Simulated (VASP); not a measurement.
Set up this calculation in VASP 6.6.1, as an ASE script.

```
Task                   : single point
Functional             : optPBE-vdW
Potentials or basis    : VASP PAW PBE potentials, release 64 (Na_sv_GW)
Cutoff                 : 600 eV
k mesh                 : 8 × 8 × 5
Occupations            : methfessel-paxton, width 0.1 eV
Spin                   : no spin polarisation
Further INCAR settings : ALGO = Fast; EDIFF = 1.00e-07; NBANDS = 16
```

The structure of Na lies in Na.cif:

```cif
data_Na
_cell_length_a 3.76700000
_cell_length_b 3.76700000
_cell_length_c 6.15400000
_cell_angle_alpha 90.00000000
_cell_angle_beta 90.00000000
_cell_angle_gamma 120.00000000
_space_group_name_H-M_alt 'P1'
_space_group_name_Hall 'P 1'
_space_group_IT_number 1
loop_
_space_group_symop_operation_xyz
'x,y,z'
loop_
_atom_site_label
_atom_site_type_symbol
_atom_site_symmetry_multiplicity
_atom_site_Wyckoff_symbol
_atom_site_fract_x
_atom_site_fract_y
_atom_site_fract_z
_atom_site_occupancy
Na1 Na 1 a 0.6665930000 0.3357120000 0.7508010000 1
Na2 Na 1 a 0.3341510000 0.6664120000 0.2505700000 1
```

This isn't the form of Na at room conditions, which is bcc.

The cell isn't the ideal one: atoms moved at random, drawn with an rms of 0.02 Å.

The input as run:

run.py

```python
from ase.calculators.vasp import Vasp
from ase.dft.bandgap import bandgap
from ase.io import read

atoms = read('Na.cif')
calc = Vasp(
    directory='calc',
    xc='optpbe-vdw',
    pp='PBE',
    setups='gw',
    prec='Accurate',
    encut=600,
    ediff=1e-07,
    ismear=1,
    sigma=0.1,
    lreal=False,
    lasph=True,
    nelm=100,
    algo='Fast',
    isif=2,
    lwave=False,
    lcharg=False,
    kpts=[8, 8, 5],
    gamma=True,
    nbands=16,
)
atoms.calc = calc

print('energy (eV):', atoms.get_potential_energy())
print('free energy (eV):', atoms.get_potential_energy(force_consistent=True))
print('forces (eV/A):')
print(atoms.get_forces())
print('stress (eV/A^3, Voigt):', atoms.get_stress())
print('Fermi level (eV):', calc.get_fermi_level())
gap, top, bottom = bandgap(calc)
print('band gap (eV):', gap, 'from (spin, k, band)', top, 'to', bottom)
```

Potentials or basis: VASP PAW PBE potentials, release 64 (Na_sv_GW).

Launch:

```bash
$ python run.py
```

It gave:

```
Pressure               : -0.6 GPa
Band gap on the k mesh : none (metal or under the smearing width)
```

Caveat: the PAW data sets were made with another functional, which shifts forces and pressure a little.

It took 2.7 min on 1 thread of Intel(R) Xeon(R) 6975P-C (Granite Rapids) (shared host), peak memory 0.62 GiB.
